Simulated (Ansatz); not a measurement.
# Ti: changes ranked by their effect on the pressure

```
CELL_PARAMETERS angstrom
2.64046 0.00000 0.00000
0.00000 2.64046 0.00000
0.00000 0.00000 2.64046
ATOMIC_POSITIONS crystal
Ti 0.00000 0.00000 0.00000
```

The cell was built from the sc type and relaxed in the same program, and has space group Pm-3m; it needn't be a known or the stable phase.

The calculation used Ansatz 0.2.0, DFT, PBE, all-electron LAPW, scalar-relativistic.

Numerical set-up: a Γ-centred 15×15×15 k mesh, Fermi–Dirac smearing of 0.05 eV, basis error target 0.5 meV/atom, no spin polarisation.

In this reference run the pressure is 0.0 GPa (positive in compression). Each change below is made alone, on the same k mesh, with fractional coordinates held unless an atom is moved; x, y and z are the Cartesian axes.

Task: Order the changes by the shift of the pressure, most negative first.
A. xy engineering shear strain of +4 %
B. x and y strained by +1.5 %, z held
C. volume scaled by 0.975
D. volume scaled by 1.025

Result: B (-2.2 GPa), D (-1.8 GPa), A (0.0 GPa), C (+2.0 GPa).
